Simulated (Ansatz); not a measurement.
## W under strains and displacements

Computed with DFT PBE, scalar-relativistic, plane waves, PAW (Ansatz 0.2.0).

Cutoff 420 eV; k points 16×16×16 on the computed 1-atom cell (Γ-centred); Gaussian smearing, width 0.10 eV; no spin polarisation.

Reference cell:

```xyz
1
Lattice="-1.5973 1.5973 1.5973 1.5973 -1.5973 1.5973 1.5973 1.5973 -1.5973" Properties=species:S:1:pos:R:3 pbc="T T T"
W     0.0000    0.0000    0.0000
```

Each variant moves atoms of this cell by the vectors given, if any (Å), and then applies a symmetric strain (tensor components, Cartesian axes). The reference cell isn't relaxed at this level. Energies are per atom at zero smearing, counted from the lowest variant. Pressure is positive in compression.

1. strain (xx yy zz yz xz xy, %) 3.09 1.59 1.59 0.42 -0.70 0.70
2. strain (xx yy zz yz xz xy, %) 5.20 2.89 3.21 -0.52 -0.10 2.00
3. strain (xx yy zz yz xz xy, %) 0.15 -0.19 0.20 -0.30 -0.50 0.01

```
result  ΔE (meV/atom) P (GPa)
     A          210.8   -28.05
     B           76.6   -18.72
     C            0.0    -3.67
```

(1) Which variant gave which result?

Spin–orbit coupling is left out, which can shift energies with elements as heavy as these.

Results:

(1) A is 2, B is 1, C is 3. The pressure falls as the cell grows: from the smallest volume to the largest the variants are 3, 1, 2.